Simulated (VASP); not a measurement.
# BAs (F-43m) in VASP: a series of runs

The runs below take BAs through relaxation of cell and atoms, with PBE.

All numbers are computed with VASP 6.6.1; they aren't measurements. Logs are shortened: lines on timing, memory, paths and dates and some standing lists are left out, and cuts for length are marked.

### 1 The structure

The structure is cubic, space group F-43m (No. 216). Conventional cell: a = 4.777 Å, b = 4.777 Å, c = 4.777 Å, α = 90.00°, β = 90.00°, γ = 90.00°. B (site symmetry -43m) has 4 As at 2.07 Å as nearest neighbours. Around As (site symmetry -43m) lie 4 B at 2.07 Å.

### 2 Relaxation of cell and atoms, PBE

File INCAR:

```
SYSTEM = BAs
  PREC = Accurate
  ENCUT = 520
  EDIFF = 1E-7
  ISMEAR = 0
  SIGMA = 0.02
  LREAL = .FALSE.
  LASPH = .TRUE.
  NELM = 100
  ALGO = Normal
  ISIF = 3
  LWAVE = .FALSE.
  LCHARG = .FALSE.
  GGA = PE
  IBRION = 2
  NSW = 80
  EDIFFG = -0.002
  AMIX = 0.2
```

File KPOINTS:

```
regular mesh
0
G
  12 12 12
  0 0 0
```

File POSCAR:

```
BAs
1.0
    0.0000000000      2.3885000000      2.3885000000
    2.3885000000      0.0000000000      2.3885000000
    2.3885000000      2.3885000000      0.0000000000
B As
1 1
Direct
    0.0000000000      0.0000000000      0.0000000000
    0.2500000000      0.2500000000      0.2500000000
```

Potentials or basis: VASP PAW PBE potentials, release 64 (B, As).

Run with:

```
> cat potpaw_PBE.64/B/POTCAR potpaw_PBE.64/As/POTCAR > POTCAR
> mpirun -np 1 vasp_std > vasp.out
```

OUTCAR:

```text
SYSTEM = BAs
   PREC = Accurate
   ENCUT = 520
   EDIFF = 1E-7
   ISMEAR = 0
   LREAL = .FALSE.
   LASPH = .TRUE.
   NELM = 100
   ISIF = 3
   GGA = PE
   IBRION = 2
   NSW = 80
   EDIFFG = -0.002
   AMIX = 0.2

 ion  position               nearest neighbor table
   1  0.000  0.000  0.000-   2 2.07   2 2.07   2 2.07   2 2.07
   2  0.250  0.250  0.250-   1 2.07   1 2.07   1 2.07   1 2.07

  LATTYP: Found a face centered cubic cell.
 ALAT       =     4.7770000000

  Lattice vectors:

 A1 = (   0.0000000000,   2.3885000000,   2.3885000000)
 A2 = (   2.3885000000,   0.0000000000,   2.3885000000)
 A3 = (   2.3885000000,   2.3885000000,   0.0000000000)

Analysis of symmetry for initial positions (statically):
=====================================================================
 Subroutine PRICEL returns:
 Original cell was already a primitive cell.

 Routine SETGRP: Setting up the symmetry group for a
 face centered cubic supercell.

 Subroutine GETGRP returns: Found 24 space group operations
 (whereof 24 operations were pure point group operations)
 out of a pool of 48 trial point group operations.

The static configuration has the point symmetry T_d .

Analysis of symmetry for dynamics (positions and initial velocities):
=====================================================================
 Subroutine PRICEL returns:
 Original cell was already a primitive cell.

 Routine SETGRP: Setting up the symmetry group for a
 face centered cubic supercell.

 Subroutine GETGRP returns: Found 24 space group operations
 (whereof 24 operations were pure point group operations)
 out of a pool of 48 trial point group operations.

The dynamic configuration has the point symmetry T_d .

 Subroutine INISYM returns: Found 24 space group operations
 (whereof 24 operations are pure point group operations),
 and found     1 'primitive' translations

----------------------------------------------------------------------------------------

                                     Primitive cell

  volume of cell :      27.2525

  direct lattice vectors                    reciprocal lattice vectors
     0.000000000  2.388500000  2.388500000    -0.209336404  0.209336404  0.209336404
     2.388500000  0.000000000  2.388500000     0.209336404 -0.209336404  0.209336404
     2.388500000  2.388500000  0.000000000     0.209336404  0.209336404 -0.209336404

  length of vectors
     3.377849094  3.377849094  3.377849094     0.362581287  0.362581287  0.362581287

  position of ions in fractional coordinates (direct lattice)
     0.000000000  0.000000000  0.000000000
     0.250000000  0.250000000  0.250000000

  ion indices of the primitive-cell ions
   primitive index   ion index
                 1           1
                 2           2

----------------------------------------------------------------------------------------

 KPOINTS: regular mesh

Automatic generation of k-mesh.
 Grid dimensions read from file:
 generate k-points for:   12   12   12

 Generating k-lattice:

  Cartesian coordinates                     Fractional coordinates (reciprocal lattice)
    -0.017444700  0.017444700  0.017444700     0.083333333  0.000000000  0.000000000
     0.017444700 -0.017444700  0.017444700     0.000000000  0.083333333  0.000000000
     0.017444700  0.017444700 -0.017444700     0.000000000  0.000000000  0.083333333

  Length of vectors
     0.030215107  0.030215107  0.030215107

  Shift w.r.t. Gamma in fractional coordinates (k-lattice)
     0.000000000  0.000000000  0.000000000

 Subroutine IBZKPT returns following result:
 ===========================================

 Found     72 irreducible k-points:

 Following reciprocal coordinates:
            Coordinates               Weight
  0.000000  0.000000  0.000000      1.000000
  0.083333  0.000000  0.000000      8.000000
  0.166667  0.000000  0.000000      8.000000
  0.250000  0.000000  0.000000      8.000000
  0.333333  0.000000  0.000000      8.000000
  0.416667  0.000000  0.000000      8.000000
[... 16 lines left out ...]
  0.500000  0.166667  0.000000     24.000000
 -0.416667  0.166667  0.000000     24.000000
 [... further k-points ...]
   k-points           NKPTS =     72   k-points in BZ     NKDIM =     72   number of bands    NBANDS=      8
   number of dos      NEDOS =    301   number of ions     NIONS =      2
   total plane-waves  NPLWV =  21952
   dimension x,y,z NGX =    28 NGY =   28 NGZ =   28
   dimension x,y,z NGXF=    56 NGYF=   56 NGZF=   56
   ions per type =               1   1
   NGX,Y,Z   is equivalent  to a cutoff of  13.78, 13.78, 13.78 a.u.
   NGXF,Y,Z  is equivalent  to a cutoff of  27.56, 27.56, 27.56 a.u.
 SYSTEM =  BAs
   PREC   = accura    normal or accurate (medium, high low for compatibility)
   ISTART =      0    job   : 0-new  1-cont  2-samecut
   ICHARG =      2    charge: 1-file 2-atom 10-const
   ISPIN  =      1    spin polarized calculation?
   LNONCOLLINEAR =      F non collinear calculations
   LSORBIT =      F    spin-orbit coupling
   LASPH  =      T    aspherical Exc in radial PAW
   ENCUT  =  520.0 eV  38.22 Ry    6.18 a.u.   6.28  6.28  6.28*2*pi/ulx,y,z
   NELM   =    100;   NELMIN=  2; NELMDL= -5     # of ELM steps
   EDIFF  = 0.1E-06   stopping-criterion for ELM
   LREAL  =      F    real-space projection
   EDIFFG = -.2E-02   stopping-criterion for IOM
   NSW    =     80    number of steps for IOM
   IBRION =      2    ionic relax: 0-MD 1-quasi-New 2-CG
   NFREE  =      1    steps in history (QN), initial steepest desc. (CG)
   ISIF   =      3    stress and relaxation
   ISYM   =      2    0-nonsym 1-usesym 2-fastsym
   POTIM  = 0.5000    time-step for ionic-motion
   TEBEG  =    0.0;   TEEND  =   0.0 temperature during run
   PSTRESS=    0.0 pullay stress
   NELECT =       8.0000    total number of electrons
   NUPDOWN=      -1.0000    fix difference up-down
   EMIN   =  10.00;   EMAX   =-10.00  energy-range for DOS
   EFERMI =   0.00;   METHOD = LEGACY
   ISMEAR =     0;   SIGMA  =   0.02  broadening in eV -4-tet -1-fermi 0-gaus
   EFERMI_NEDOS =   21; number of points for ismear=-14 and -15
   IALGO  =     38    algorithm
   IMIX   =      4    mixing-type and parameters
     AMIX     =   0.20;   BMIX     =  1.00
     AMIX_MAG =   0.80;   BMIX_MAG =  1.00
  volume/ion in A,a.u.               =      13.63        91.95
  Fermi-wavevector in a.u.,A,eV,Ry     =   1.088018  2.056057 16.106360  1.183784
  Thomas-Fermi vector in A             =   2.224191
   LORBIT       =      0    0 simple, 1 ext, 2 COOP (PROOUT), +10 PAW based schemes
   GGA     = PE    functional components
   LHFCALC =     F    Hartree Fock is set to
   AEXX    =    0.0000 exact exchange contribution
   IVDW    =     0    specifies the selected vdW correction
   LEPSILON=     F    determine dielectric tensor
   LRPA    =     F    only Hartree local field effects (RPA)
 conjugate gradient relaxation of ions
 non-spin polarized calculation
 Gauss-broadening in eV      SIGMA  =   0.02
  energy-cutoff  :      520.00
  volume of cell :       27.25
 maximum number of plane-waves:       754
 NGX is ok and might be reduce to    28
   NGX = 13   NGY = 13   NGZ = 13

--------------------------------------- Ionic step        1  -------------------------------------------

 number of electron       8.0000000 magnetization

 Free energy of the ion-electron system (eV)
  ---------------------------------------------------
  ext. energy  EPLUGINS =         0.00000000
  ---------------------------------------------------
  free energy    TOTEN  =       -11.40672989 eV

  energy without entropy =      -11.40672989  energy(sigma->0) =      -11.40672989

------------------------ aborting loop because EDIFF is reached ----------------------------------------

  FORCE on cell =-STRESS in cart. coord.  units (eV):
  Direction    XX          YY          ZZ          XY          YZ          ZX
  --------------------------------------------------------------------------------------
  -------------------------------------------------------------------------------------
  Total        0.5832870      0.5832870      0.5832870      0.0000000      0.0000000     -0.0000000
  in kB       34.2915528     34.2915528     34.2915528      0.0000000      0.0000000     -0.0000000
  external PRESSURE =      34.2915528 kB  Pullay stress =       0.0000000 kB
[... 57 lines left out ...]
  energy  without entropy=      -11.4104753367  energy(sigma->0) =      -11.41047534

--------------------------------------- Ionic step        3  -------------------------------------------

 number of electron       8.0000000 magnetization

 Free energy of the ion-electron system (eV)
  ---------------------------------------------------
  ext. energy  EPLUGINS =         0.00000000
  ---------------------------------------------------
  free energy    TOTEN  =       -11.41385091 eV

  energy without entropy =      -11.41385091  energy(sigma->0) =      -11.41385091

 E-fermi :   5.9585     XC(G=0): -10.4776

 val. band max:        5.8564251790   @ k =   0.0000   0.0000   0.0000
 cond. band min:       7.0655984924   @ k =   0.4167   0.4167   0.0000
 fundamental gap:      1.2091733134
 Fermi energy:         5.9585167632

 k-point     1 :       0.0000    0.0000    0.0000
  band No.  band energies     occupation
      1      -9.3219      2.00000
      2       5.8564      2.00000
      3       5.8564      2.00000
      4       5.8564      2.00000
      5       9.1024      0.00000
      6       9.1024      0.00000
      7       9.1024      0.00000
      8      10.2314      0.00000
[... 243 lines left out ...]
 k-point    24 :      -0.4167    0.1667    0.0000
  band No.  band energies     occupation
      1      -6.2490      2.00000
      2      -2.3797      2.00000
      3       1.9809      2.00000
      4       3.5715      2.00000
      5       9.0407      0.00000
      6      11.2940      0.00000
      7      11.8331      0.00000
      8      14.9376      0.00000

 [... further k-points ...]
[... 5 lines left out ...]
  --------------------------------------------------------------------------------------
  -------------------------------------------------------------------------------------
  Total        0.0014370      0.0014370      0.0014370      0.0000000      0.0000000      0.0000000
  in kB        0.0824227      0.0824227      0.0824227      0.0000000      0.0000000      0.0000000
  external PRESSURE =       0.0824227 kB  Pullay stress =       0.0000000 kB
[... 17 lines left out ...]
  FREE ENERGIE OF THE ION-ELECTRON SYSTEM (eV)
  ---------------------------------------------------
  free  energy   TOTEN  =       -11.4138509083 eV

  energy  without entropy=      -11.4138509083  energy(sigma->0) =      -11.41385091

 reached required accuracy - stopping structural energy minimisation
```

It took 33 s on 1 thread of Intel Xeon Platinum 8488C (Sapphire Rapids), shared host; peak memory 0.17 GiB.

What came out:

```yaml
Free_energy: -11.4139 eV
Relaxed_volume: 13.97 Å³/atom
Relaxed_cell: a = 3.406 Å, b = 3.406 Å, c = 3.406 Å, α = 60.00°, β = 60.00°, γ = 60.00°
Space_group_after_relaxing_to_0.05_Å: F-43m (No. 216)
Energy_gained_by_relaxing: 3.6 meV/atom
Ionic_steps: 3
Pressure_after_relaxing: 0.0 GPa
Band_gap_on_the_k_mesh: 1.21 eV, indirect (least direct gap 3.25 eV)
```

The path:
| step | energy change (eV) | largest force (eV/Å) | pressure (GPa) | volume (Å³) |
| --- | --- | --- | --- | --- |
| 1 | 0.0000 | 0.0000 | 3.43 | 27.25 |
| 2 | -0.0037 | 0.0000 | -2.19 | 28.42 |
| 3 | -0.0071 | 0.0000 | 0.01 | 27.93 |

Final structure:
```
B As
1.0
     0.00000    2.40823    2.40823
     2.40823    0.00000    2.40823
     2.40823    2.40823    0.00000
B As
1 1
Direct
  0.00000 0.00000 0.00000
  0.25000 0.25000 0.25000
```

### 3 Relaxation of cell and atoms, PBE

This run uses another cell than the first one, of 13.97 Å³/atom, 1.025 times its volume.

INCAR is that of step 2.

KPOINTS is that of step 2.

File POSCAR:

```
BAs                                     
1.0
    0.0000000000      2.4082311713      2.4082311713
    2.4082311713     -0.0000000000      2.4082311713
    2.4082311713      2.4082311713     -0.0000000000
  B               As            
     1     1
Direct
     0.0000000000000000    0.0000000000000000    0.0000000000000000
     0.2500000000000000    0.2500000000000000    0.2500000000000000
```

Potentials or basis: VASP PAW PBE potentials, release 64 (B, As).

Run with:

```
> cat potpaw_PBE.64/B/POTCAR potpaw_PBE.64/As/POTCAR > POTCAR
> mpirun -np 1 vasp_std > vasp.out
```

It took 18 s on 1 thread of Intel Xeon Platinum 8488C (Sapphire Rapids), shared host; peak memory 0.16 GiB.

The run converged. Its results:

| Quantity | Value |
| --- | --- |
| Free energy | -11.4140 eV |
| Pressure after relaxing | 0.0 GPa |
| Band gap on the k mesh | 1.21 eV, indirect (least direct gap 3.25 eV) |

Final structure:
```
B As
1.0
     0.00000    2.40823    2.40823
     2.40823    0.00000    2.40823
     2.40823    2.40823    0.00000
B As
1 1
Direct
  0.00000 0.00000 0.00000
  0.25000 0.25000 0.25000
```

Levels at points of the mesh, in eV from the valence-band top:
```csv
k point,band 1,band 2,band 3,band 4,band 5,band 6,band 7,band 8
"(0.00, 0.00, 0.00)",-15.18,0.00,0.00,0.00,3.25,3.25,3.25,4.38
"(0.50, 0.00, 0.00)",-12.40,-8.61,-1.78,-1.78,2.55,4.75,4.75,8.82
"(0.50, 0.50, 0.00)",-11.12,-8.39,-3.98,-3.98,1.46,1.46,11.13,11.13
```

Caveat: the relaxation stopped at its first step, so nothing moved. A k mesh can miss the band edges.
